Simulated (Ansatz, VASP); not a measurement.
## Two plane-wave programs on Ir

```
Ir
1.0
    -1.51784    1.51784    1.51784
     1.51784   -1.51784    1.51784
     1.51784    1.51784   -1.51784
Ir
1
Direct
  0.00000 0.00000 0.00000
```

Alike in both runs: task single point; functional PBEsol; k mesh 16 × 16 × 16; occupations fermi-dirac, width 0.1 eV; no spin polarisation.

|  | VASP | Ansatz |
| --- | --- | --- |
| version | VASP 6.6.1 | Ansatz 0.2.0 |
| potentials or method | VASP PAW PBE potentials, release 64 (Ir) | plane waves (420 eV) with PAW, scalar-relativistic |
| plane-wave cutoff (eV) | 520 | 420 |
| valence electrons in the cell | 9 | 17 |

|  | VASP | Ansatz | Ansatz less VASP |
| --- | --- | --- | --- |
| pressure (GPa) | 16.7 | 15.5 | -1.22 |

The two sets of potentials don't hold the same shells in valence. Ansatz warned: «pseudo_functional_mismatch».

Caveats: so large a pressure means that the cell lies far from this level's equilibrium, or that cutoff or potentials fall short (VASP); the potentials were made for another functional, which shifts forces and pressure (VASP). The runs have no spin-orbit coupling, so splittings on Ir are missing.
